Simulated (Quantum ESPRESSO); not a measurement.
An input for Quantum ESPRESSO 7.5 (TeH2):

Contents of pw.in:

```
&CONTROL
  calculation = 'scf'
  prefix = 'pwscf'
  outdir = './tmp'
  pseudo_dir = './pseudo'
  tprnfor = .true.
  disk_io = 'low'
/
&SYSTEM
  ibrav = 0
  celldm(1) = 8
  nat = 3
  ntyp = 2
  ecutwfc = 90
  nbnd = 17
  input_dft = 'XC-000I-000I-000I-000I-000I-659L'
  occupations = 'fixed'
  nqx1 = 1
  nqx2 = 1
  nqx3 = 1
  ecutfock = 180
  nosym = .true.
  assume_isolated = 'mp'
/
&ELECTRONS
  conv_thr = 1d-07
  electron_maxstep = 120
  mixing_beta = 0.5
  adaptive_thr = .true.
/
ATOMIC_SPECIES
Te   127.6000 Te.upf
H      1.0080 H.upf
CELL_PARAMETERS alat
  2.5983734213604   0.0000000000000   0.0000000000000
  0.0000000000000   2.5983734213604   0.0000000000000
  0.0000000000000   0.0000000000000   2.3621576557822
ATOMIC_POSITIONS crystal
Te     0.5682800000    0.4415060000    0.5407600000
H      0.5414460000    0.5871890000    0.5443990000
H      0.4367250000    0.4147130000    0.4617770000
K_POINTS gamma
```

Potentials or basis: PseudoDojo 0.4 SR PBE stringent.

Command:

```sh
$ OMP_NUM_THREADS=1 pw.x -in pw.in > pw.out
```

Problem. How does this run end?

Solution. The run stopped without a result. It printed:

pw.out:

```text
This program is part of the open-source Quantum ESPRESSO suite
     for quantum simulation of materials; please cite
         "P. Giannozzi et al., J. Phys.:Condens. Matter 21 395502 (2009);
         "P. Giannozzi et al., J. Phys.:Condens. Matter 29 465901 (2017);
         "P. Giannozzi et al., J. Chem. Phys. 152 154105 (2020);
     in publications or presentations arising from this work. More details at

     IMPORTANT: XC functional enforced from input :
     Exchange-correlation= XC-000I-000I-000I-000I-000I-659L
                           (   0   0   0   0   0   0 659)
     EXX-fraction              =        0.10
     Any further DFT definition will be discarded
     Please, verify this is what you really want

 %%%%%%%%%%%%%%%%%%%%%%%%%%%%%%%%%%%%%%%%%%%%%%%%%%%%%%%%%%%%%%%%%%%%%%%%%%%%%%
     Error in routine  iosys (1):
     Makov-Payne correction defined only for cubic lattices
 %%%%%%%%%%%%%%%%%%%%%%%%%%%%%%%%%%%%%%%%%%%%%%%%%%%%%%%%%%%%%%%%%%%%%%%%%%%%%%

     stopping ...
```
